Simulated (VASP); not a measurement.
The system is NiO.

```
Ni O
1.0
     0.00000    2.06217    2.06217
     2.06217    0.00000    2.06217
     2.06217    2.06217    0.00000
Ni O
1 1
Direct
  0.00000 0.00000 0.00000
  0.75000 0.75000 0.75000
```

The cell was built by a generator and needn't be a form met in nature.

| Property | Result |
| --- | --- |
| Program | VASP 6.6.1 |
| Task | relaxation of cell and atoms |
| Functional | PBE |
| Potentials or basis | VASP PAW PBE potentials, release 64 (Ni, O) |
| Cutoff | 600 eV |
| k mesh | 11 × 11 × 11 |
| Occupations | gaussian, width 0.05 eV |
| Spin | collinear spin, ferromagnetic start |
| Starting moments | [1.0, 0.0] μB |

At the start: pressure 60.1 GPa; volume 8.77 Å³/atom.

Task: How do energy, volume and symmetry change on relaxing?

Result: Over 18 steps the energy falls by 376.3 meV/atom and the volume is 11.27 Å³/atom (+28.5 %); space group F-43m (No. 216, to 0.05 Å); moment 1.93 μB per cell.

Step by step:
| step | energy change (eV) | largest force (eV/Å) | pressure (GPa) | volume (Å³) |
| --- | --- | --- | --- | --- |
| 1 | 0.0000 | 0.0000 | 60.06 | 17.54 |
| 2 | -0.4170 | 0.0000 | -19.52 | 27.28 |
| 3 | -0.7526 | 0.0000 | -0.15 | 22.56 |
| 4 | -0.7525 | 0.0000 | 0.59 | 22.45 |
| 5 | -0.7525 | 0.0000 | 0.55 | 22.45 |
| 6 | -0.7525 | 0.0000 | 0.52 | 22.46 |
| 7 | -0.7525 | 0.0000 | 0.55 | 22.46 |
| 8 | -0.7525 | 0.0000 | 0.52 | 22.46 |
| 9 | -0.7525 | 0.0000 | 0.50 | 22.46 |
| 10 | -0.7525 | 0.0000 | 0.48 | 22.46 |
| 11 | -0.7525 | 0.0000 | 0.54 | 22.46 |
| 12 | -0.7525 | 0.0000 | 0.50 | 22.46 |
| 13 | -0.7525 | 0.0000 | 0.49 | 22.46 |
| 14 | -0.7526 | 0.0000 | 0.44 | 22.47 |
| 15 | -0.7526 | 0.0000 | 0.36 | 22.48 |
| 16 | -0.7526 | 0.0000 | 0.19 | 22.51 |
| 17 | -0.7526 | 0.0000 | -0.14 | 22.56 |
| 18 | -0.7527 | 0.0000 | 0.00 | 22.54 |

Final structure:
```
Ni O
1.0
     0.00000    2.24195    2.24195
     2.24195    0.00000    2.24195
     2.24195    2.24195    0.00000
Ni O
1 1
Direct
  0.00000 0.00000 0.00000
  0.75000 0.75000 0.75000
```

Caveat: the volume moved by over 15 % at a fixed basis, so the end points are rough; a cell with one magnetic atom can't hold antiferromagnetic order, which such compounds often take.
